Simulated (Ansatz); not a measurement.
# HgSe: the cost of one run

Method: DFT PBEsol, scalar-relativistic, plane waves, PAW, in Ansatz 0.2.0.

1 further run of the same task is left out (set aside as unsound or not needed).

## (1) Starting point

Symmetry: F-43m, No. 216, cubic system. Conventional cell: a = 6.072 Å, b = 6.072 Å, c = 6.072 Å, α = 90.00°, β = 90.00°, γ = 90.00°. Hg (site symmetry -43m) has 4 Se at 2.63 Å as nearest neighbours. Se (site symmetry -43m) is surrounded by 4 Hg at 2.63 Å.

As a file:

```cif
data_structure
_symmetry_space_group_name_H-M 'F-43m'
_symmetry_Int_Tables_number 216
_cell_length_a 6.0720
_cell_length_b 6.0720
_cell_length_c 6.0720
_cell_angle_alpha 90.000
_cell_angle_beta 90.000
_cell_angle_gamma 90.000
_cell_volume 223.87
loop_
_atom_site_label
_atom_site_type_symbol
_atom_site_symmetry_multiplicity
_atom_site_Wyckoff_symbol
_atom_site_fract_x
_atom_site_fract_y
_atom_site_fract_z
_atom_site_occupancy
Hg1 Hg 4 a 0.00000 0.00000 0.00000 1
Se1 Se 4 c 0.25000 0.25000 0.25000 1
```

The structure comes from the Crystallography Open Database.

## (2) A distortion that keeps the symmetry

What differs from the listed cell: strain xx, yy, zz, yz, xz, xy = +4.3, +4.3, +4.3, +0.0, +0.0, +0.0 %.

File input.yaml:

```yaml
crystal:
  lattice:
    - [0.0, 3.16612296, 3.16612296]
    - [3.16612296, 0.0, 3.16612296]
    - [3.16612296, 3.16612296, 0.0]
  atoms:
    - { symbol: Hg, position: [0.0, 0.0, 0.0] }
    - { symbol: Se, position: [0.75, 0.75, 0.75] }
basis:
  ecutwfc: 420
kpoints:
  mp_grid: { grid: [12, 12, 12] }
hamiltonian:
  xc: pbesol
scf:
  occupations: { method: gaussian, width: 0.1 }
output:
  forces: true
  stress: true
  eigenvalues: true
```

Started as:

```
$ ansatz run input.yaml --threads 1 --pin off --max-ram 1331MiB --backend cpu --events-out ev --progress --plain --runs-dir out
```

Q: Estimate wall time and peak memory on 1 thread of an Arm CPU, shared host.

About 15 s, with a peak of 0.39 GiB.
